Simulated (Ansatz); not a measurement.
BeO (wurtzite)

```
CELL_PARAMETERS angstrom
      2.71181     0.00000     0.00000
     -1.35591     2.34850     0.00000
      0.00000     0.00000     4.40456
ATOMIC_POSITIONS crystal
  Be 0.66667 0.33333 0.00149
  Be 0.33333 0.66667 0.50149
  O  0.66667 0.33333 0.62371
  O  0.33333 0.66667 0.12371
```

Scan: atom 2 (Be, nearest neighbour O at 1.656 Å; its periodic images, 2.7 Å or more away, move with it) is displaced along Cartesian x, direction (1.000, 0.000, 0.000) in Cartesian axes, by s. The other atoms stay.

Method: PBE (plane waves to 420 eV, PAW, scalar-relativistic; Ansatz, a first-principles code). k mesh 11×11×6 (Γ-centred), Fermi-Dirac smearing 0.05 eV. Energies are smeared free energies. BeO was relaxed with its symmetry unable to fall. ΔE is measured from the undisplaced structure.

```json
[
 {"s (Å)": "-0.500", "ΔE (meV/cell)": "1660"},
 {"s (Å)": "-0.400", "ΔE (meV/cell)": "993"},
 {"s (Å)": "-0.300", "ΔE (meV/cell)": "527"},
 {"s (Å)": "-0.200", "ΔE (meV/cell)": "224"},
 {"s (Å)": "-0.100", "ΔE (meV/cell)": "54"},
 {"s (Å)": "0.000", "ΔE (meV/cell)": "0"},
 {"s (Å)": "0.100", "ΔE (meV/cell)": "54"},
 {"s (Å)": "0.200", "ΔE (meV/cell)": "224"},
 {"s (Å)": "0.300", "ΔE (meV/cell)": "527"},
 {"s (Å)": "0.400", "ΔE (meV/cell)": "993"},
 {"s (Å)": "0.500", "ΔE (meV/cell)": "1660"}
]
```

### Question
What force constant k = d²E/ds² at s = 0 does the table give?

### Answer
11 eV/Å². It is the second difference of the nearest points, corrected with the next pair.

### Question
With k = 10.78 eV/Å² from the forces, is the well harmonic out to s = 0.500 Å?

### Answer
½ks² = 1348 meV/cell against the computed 1660 meV/cell, so the well is stiffer than harmonic there.

(For displaced atoms, the force is minus the slope of the energy, and its curvature is a force constant, which sets phonon frequencies.)
